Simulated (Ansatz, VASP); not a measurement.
# One calculation of Sb, two programs

```
Sb
1.0
     3.38847    0.00000    0.00000
     0.00000    4.79202    0.00000
     0.00000    0.00000   19.38850
Sb
3
Direct
  0.00000 0.00000 0.42714
  0.50000 0.50000 0.50000
  0.00000 0.00000 0.57286
```

Alike in both runs: functional PBE; k mesh 10 × 7 × 1; occupations fermi-dirac, width 0.08 eV; no spin polarisation.

Ansatz relaxed the structure, and its values are those at the end. VASP's run is a single point on that final structure, the one shown.

|  | VASP | Ansatz |
| --- | --- | --- |
| version | VASP 6.6.1 | Ansatz 0.2.0 |
| potentials or method | VASP PAW PBE potentials, release 64 (Sb), cutoff 520 eV | all-electron LAPW, scalar-relativistic |

Ansatz gave:

* rms of the force components (eV/Å): 0.000

Problem. What did VASP give for the same quantities?

Solution. rms of the force components (eV/Å): 0.011.

Ansatz ran all-electron here, so the differences hold the error of VASP's frozen core and of both bases.

Spin-orbit coupling is left out, which matters for the levels of Sb.
